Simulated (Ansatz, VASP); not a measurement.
**Mo: VASP beside Ansatz**

Contents of INCAR:

```
ALGO = Normal
EDIFF = 1E-6
ENCUT = 520
GGA = PE
ISIF = 2
ISMEAR = 0
LASPH = T
LCHARG = F
LREAL = F
LWAVE = F
NBANDS = 13
NELM = 80
PREC = Accurate
SIGMA = 0.014
```

KPOINTS

```
k-points
0
Gamma
  12 12 12
```

File POSCAR:

```
Mo
1.0
   -1.5838089719      1.5838089719      1.5838089719
    1.5838089719     -1.5838089719      1.5838089719
    1.5838089719      1.5838089719     -1.5838089719
Mo
1
Direct
    0.0000000000      0.0000000000      0.0000000000
```

input.yaml

```yaml
crystal:
  lattice:
    - [-1.5838089719, 1.5838089719, 1.5838089719]
    - [1.5838089719, -1.5838089719, 1.5838089719]
    - [1.5838089719, 1.5838089719, -1.5838089719]
  atoms:
    - { symbol: Mo, position: [0.0, 0.0, 0.0] }
kpoints:
  mp_grid: { grid: [12, 12, 12] }
scf:
  occupations: { method: gaussian, width: 0.014 }
hamiltonian:
  xc: pbe
  pseudopotentials: { kind: all_electron, lapw: { basis_error: 0.001 } }
output:
  forces: true
  stress: true
  eigenvalues: true
```

Alike in both runs: task single point; functional PBE; k mesh 12 × 12 × 12; occupations gaussian, width 0.014 eV; no spin polarisation.

```csv
,VASP,Ansatz
version,VASP 6.6.1,Ansatz 0.2.0
potentials or method,"VASP PAW PBE potentials, release 64 (Mo_sv)","all-electron LAPW, scalar-relativistic"
plane-wave cutoff (eV),520,see its input
```

|  | VASP | Ansatz | Ansatz less VASP |
| --- | --- | --- | --- |
| gap on the k mesh at the Fermi level (eV) | none | none | - |
| pressure (GPa) | -1.4 | -1.9 | -0.52 |

A gap of «none» marks a metal or a gap that the smearing closes. Ansatz ran all-electron here, so the differences hold the error of VASP's frozen core and of both bases.
